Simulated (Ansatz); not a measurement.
# GdSbTe3: the cost of one run

Program: Ansatz 0.2.0. Level of theory: DFT PBE, scalar-relativistic, plane waves, PAW. These are calculated values, not measurements.

### Step 1. The system as given

Symmetry: R-3m, No. 166, trigonal system. The conventional cell has a = 7.372 Å, b = 7.372 Å, c = 9.123 Å, α = 90.00°, β = 90.00°, γ = 120.00°. Gd (site symmetry -3m) has 12 Te at 3.69 to 3.71 Å as nearest neighbours. Around Sb (site symmetry -3m) lie 6 Te at 2.62 Å. Around Te (site symmetry 2/m) lie 2 Sb at 2.62 Å and 4 Gd at 3.69 to 3.71 Å.

As a file:

```xyz
5
Lattice="3.6858 2.1280 3.0410 -3.6858 2.1280 3.0410 0.0000 -4.2560 3.0410" Properties=species:S:1:pos:R:3 pbc="T T T"
Gd    0.0000    0.0000    0.0000
Sb    0.0000    0.0000    4.5615
Te   -1.8429   -1.0640    3.0410
Te    1.8429   -1.0640    3.0410
Te    0.0000    2.1280    3.0410
```

The cell is invented: species swapped into a database cell of FeBiO3 (R-3m, No. 166), with Sb on the Fe sites, Gd on the Bi sites and Te on the O sites. The dimensions are guesses.

### Step 2. The guess as it stands, on a coarse mesh

input.yaml reads:

```yaml
crystal:
  lattice:
    - [3.68577617, 2.12798387, 3.0409939]
    - [-3.68577617, 2.12798387, 3.0409939]
    - [0.0, -4.25596773, 3.0409939]
  atoms:
    - { symbol: Gd, position: [0.0, 0.0, 0.0], spin: 7.0 }
    - { symbol: Sb, position: [0.5, 0.5, 0.5] }
    - { symbol: Te, position: [0.0, 0.5, 0.5] }
    - { symbol: Te, position: [0.5, 0.0, 0.5] }
    - { symbol: Te, position: [0.5, 0.5, 0.0] }
basis:
  ecutwfc: 420
kpoints:
  mp_grid: { grid: [3, 3, 3] }
hamiltonian:
  xc: pbe
scf:
  occupations: { method: gaussian, width: 0.1 }
  lower_state_search: "off"
output:
  forces: true
  stress: true
  eigenvalues: true
  populations: true
magnetization:
  spin_polarized: true
```

Run with:

```sh
$ ansatz run input.yaml --threads 1 --pin off --max-ram 2560MiB --backend cpu --events-out ev --progress --plain --runs-dir out
```

**Question.** How long does this run take on 1 thread of Intel Xeon Platinum 8488C (Sapphire Rapids), shared host, and how much memory does it need?

About 9.5 s, with a peak of 0.53 GiB.
